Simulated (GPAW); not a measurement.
A run of GPAW 26.7.0 is set up as follows.

run.py

```python
from ase.dft.bandgap import bandgap
from ase.io import write
from ase.spacegroup import crystal
from ase.units import GPa
from gpaw import GPAW, PW, setup_paths

setup_paths.insert(0, '.')

# Al 4a
atoms = crystal(['Al'],
                basis=[[0.0, 0.0, 0.0]],
                spacegroup=225, setting=1,  # Fm-3m
                cellpar=[4.04961, 4.04961, 4.04961, 90.0, 90.0, 90.0],
                primitive_cell=True)

calc = GPAW(mode=PW(450),
            xc='PBEsol',
            kpts={'size': (9, 9, 9), 'gamma': True},
            occupations={'name': 'fermi-dirac', 'width': 0.01},
            nbands=7,
            convergence={'density': 1e-05, 'energy': 1e-05},
            maxiter=150,
            txt='gpaw.txt')
atoms.calc = calc
energy = atoms.get_potential_energy()
forces = atoms.get_forces()
stress = atoms.get_stress()
calc.write('gs.gpw')
write('result.traj', atoms)
print(f'Energy: {energy:.6f} eV')
print('Forces (eV/A):')
print(forces.round(4))
print('Stress (GPa):', (stress / GPa).round(3))
print('Fermi level:', round(calc.get_fermi_level(), 4), 'eV')
print(f'Gap: {bandgap(calc)[0]:.4f} eV, direct: {bandgap(calc, direct=True)[0]:.4f} eV')
```

Potentials or basis: PAW data sets generated in the run's folder for this functional, pw.

The run is started by

```sh
$ gpaw-setup -f PBEsol Al
$ OMP_NUM_THREADS=1 python run.py
```

**Question.** What does it give for the band gap on the k mesh?

**Answer.** None (metal or under the smearing width).

**Question.** What does it give for the pressure?

**Answer.** -1.5 GPa.

Caveat: the cutoff is short for stress and forces, so pressures can be off by a GPa or more.
